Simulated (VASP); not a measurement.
Crystal: BaTiO3.

```xyz
5
Lattice="4.0060 0.0000 0.0000 0.0000 4.0060 0.0000 0.0000 0.0000 4.0060" Properties=species:S:1:pos:R:3 pbc="T T T"
Ba    2.0030    2.0030    2.0030
Ti    0.0000    0.0000    0.0000
O     0.0000    0.0000    2.0030
O     0.0000    2.0030    0.0000
O     2.0030    0.0000    0.0000
```

Base run:

| Property | Result |
| --- | --- |
| Program | VASP 6.6.1 |
| Functional | r2SCAN |
| Potentials or basis | VASP PAW PBE potentials, release 64 (Ba_sv, Ti_sv, O) |
| Cutoff | 520 eV |
| k mesh | 6 × 6 × 6 |
| Occupations | gaussian, width 0.02 eV |
| Spin | spin-orbit coupling, no magnetisation |

Its results: pressure 0.3 GPa.

Problem. The run is repeated on the same cell with these changes: functional from r2SCAN to LDA; potentials or basis from VASP PAW PBE potentials, release 64 (Ba_sv, Ti_sv, O) to VASP PAW LDA potentials, release 64 (Ba_sv, Ti_sv, O). What comes out?

Solution. Pressure -7.3 GPa.

Caveats: the PAW data sets were made with another functional, which shifts forces and pressure a little (some runs).
